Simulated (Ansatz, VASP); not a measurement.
## CdS in VASP and in Ansatz

INCAR

```
ALGO     = Fast           # electronic algorithm
EDIFF    = 1E-6           # SCF threshold, eV
ENCUT    = 520            # plane-wave cutoff, eV
GGA      = PE             # functional
ISIF     = 2              # what is computed and relaxed
ISMEAR   = -1             # smearing method
LASPH    = True           # aspherical terms in the spheres
LCHARG   = True           # write CHGCAR
LELF     = True           # ELF
LREAL    = False          # projectors in reciprocal space
LVHAR    = True         
LWAVE    = False          # write WAVECAR
NBANDS   = 26             # bands
NELM     = 100            # most SCF steps
PREC     = Accurate       # precision mode
SIGMA    = 0.02           # smearing width, eV
```

File KPOINTS:

```
k-points
0
Gamma
  6 6 4
```

POSCAR

```
CdS
1.0
    4.4085296658     -0.0678913569      0.0000000000
   -2.2630604726      3.8518443624      0.0000000000
    0.0000000000      0.0000000000      5.7481181665
Cd S
2 2
Direct
    0.3346351485      0.6665815758      0.2500000000
    0.6653648515      0.3334184242      0.7500000000
    0.6596241547      0.3329732743      0.2500000000
    0.3403758453      0.6670267257      0.7500000000
```

Input for Ansatz:

```yaml
crystal:
  lattice:
    - [4.4085296658, -0.0678913569, 0.0]
    - [-2.2630604726, 3.8518443624, 0.0]
    - [0.0, 0.0, 5.7481181665]
  atoms:
    - { symbol: Cd, position: [0.3346351485, 0.6665815758, 0.25] }
    - { symbol: Cd, position: [0.6653648515, 0.3334184242, 0.75] }
    - { symbol: S, position: [0.6596241547, 0.3329732743, 0.25] }
    - { symbol: S, position: [0.3403758453, 0.6670267257, 0.75] }
kpoints:
  mp_grid: { grid: [6, 6, 4] }
  band_path:
    path:
      - [0.0, 0.0, 0.0]
      - [0.5, 0.0, 0.0]
      - [0.3333333333, 0.3333333333, 0.0]
      - [0.0, 0.0, 0.5]
      - [0.5, 0.0, 0.5]
      - [0.3333333333, 0.3333333333, 0.5]
      - [0.333333, 0.356771, 0.492187]
    npoints: 1
hamiltonian:
  xc: pbe
scf:
  occupations: { method: fermi_dirac, width: 0.02 }
  n_extra_bands: 5
output:
  forces: true
  stress: true
  eigenvalues: true
  write_density: true
  write_potential: true
  elf: true
  volumetric_format: npy
```

Change from the starting cell: shear_xy strain -3.1%.

Alike in both runs: task single point; functional PBE; k mesh 6 × 6 × 4; occupations fermi-dirac, width 0.02 eV; no spin polarisation.

|  | VASP | Ansatz |
| --- | --- | --- |
| version | VASP 6.6.1 | Ansatz 0.2.0 |
| potentials or method | VASP PAW PBE potentials, release 64 (Cd, S) | plane waves, PAW |
| plane-wave cutoff (eV) | 520 | 420 |
| valence electrons in the cell | 36 | 52 |

```tsv
	VASP	Ansatz	Ansatz less VASP
gap on the k mesh at the Fermi level (eV)	0.98	0.99	+0.010
pressure (GPa)	1.8	1.4	-0.37
largest component of the traceless stress (GPa)	0.38	0.39	+0.006
```

The two sets of potentials don't hold the same shells in valence.

A k mesh can miss the band edges.
